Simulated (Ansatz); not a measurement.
# ZnS: the cost of one run

Method: DFT r2SCAN, scalar-relativistic, plane waves, PAW, in Ansatz 0.2.0.

1 further run of the same task is left out (set aside as unsound or not needed). Runs told in other sessions of the task aren't counted.

**1. Starting point**

Symmetry: P6_3mc, No. 186, hexagonal system. Conventional cell: a = 3.846 Å, b = 3.846 Å, c = 6.304 Å, α = 90.00°, β = 90.00°, γ = 120.00°. Zn (site symmetry 3m) has 4 S at 2.36 Å in its first shell of neighbours. Around S (site symmetry 3m) lie 4 Zn at 2.36 Å.

Coordinates:

```cif
data_structure
_symmetry_space_group_name_H-M 'P 1'
_symmetry_Int_Tables_number 1
_cell_length_a 3.8457
_cell_length_b 3.8457
_cell_length_c 6.3042
_cell_angle_alpha 90.000
_cell_angle_beta 90.000
_cell_angle_gamma 120.000
_cell_volume 80.75
loop_
_atom_site_label
_atom_site_type_symbol
_atom_site_fract_x
_atom_site_fract_y
_atom_site_fract_z
_atom_site_occupancy
Zn1 Zn 0.33333 0.66667 0.00520 1
Zn2 Zn 0.66667 0.33333 0.50520 1
S1 S 0.33333 0.66667 0.37980 1
S2 S 0.66667 0.33333 0.87980 1
```

It is the end of an earlier relaxation with the same method, from a generated guess; it needn't be the stable form of this composition. At a tolerance of 0.02 Å it has space group P6_3mc (No. 186); it has 20.19 Å³/atom, an uncorrected energy of -0.82 eV/atom over the elements and, on its mesh, gap 2.08 eV.

**2. Level of theory: r2SCAN**

File input.yaml:

```yaml
crystal:
  lattice:
    - [3.8457352458, 0.0, 0.0]
    - [-1.9228676229, 3.3305044191, 0.0]
    - [0.0, 0.0, 6.3042469113]
  atoms:
    - { symbol: Zn, position: [0.3333333333, 0.6666666667, 0.0052037217] }
    - { symbol: Zn, position: [0.6666666667, 0.3333333333, 0.5052037217] }
    - { symbol: S, position: [0.3333333333, 0.6666666667, 0.3797962683] }
    - { symbol: S, position: [0.6666666667, 0.3333333333, 0.8797962683] }
basis:
  ecutwfc: 500
kpoints:
  mp_grid: { grid: [12, 12, 6] }
  band_path:
    path:
      - [[0.0, 0.0, 0.0], [0.5, 0.0, 0.0], [0.33333333, 0.33333333, 0.0], [0.0, 0.0, 0.0], [0.0, 0.0, 0.5], [0.5, 0.0, 0.5], [0.33333333, 0.33333333, 0.5], [0.0, 0.0, 0.5]]
      - [[0.5, 0.0, 0.5], [0.5, 0.0, 0.0]]
      - [[0.33333333, 0.33333333, 0.5], [0.33333333, 0.33333333, 0.0]]
    npoints: 14
hamiltonian:
  xc: r2scan
scf:
  occupations: { method: gaussian, width: 0.02 }
  n_extra_bands: 10
output:
  forces: true
  stress: true
  eigenvalues: true
  populations: true
  dos: { projected: true, de: 0.02, nscf_kmesh: { grid: [18, 18, 9] } }
  bader: true
  write_density: true
  write_potential: true
  elf: true
  volumetric_format: npy
```

Started as:

```console
ansatz run input.yaml --threads 1 --pin off --max-ram 2560MiB --backend cpu --events-out ev --progress --plain --runs-dir out
```

**Question.** How long does this run take on 1 thread of Arm Neoverse V2, shared host, and how much memory does it need?

About 2.4 min, with a peak of 0.67 GiB.
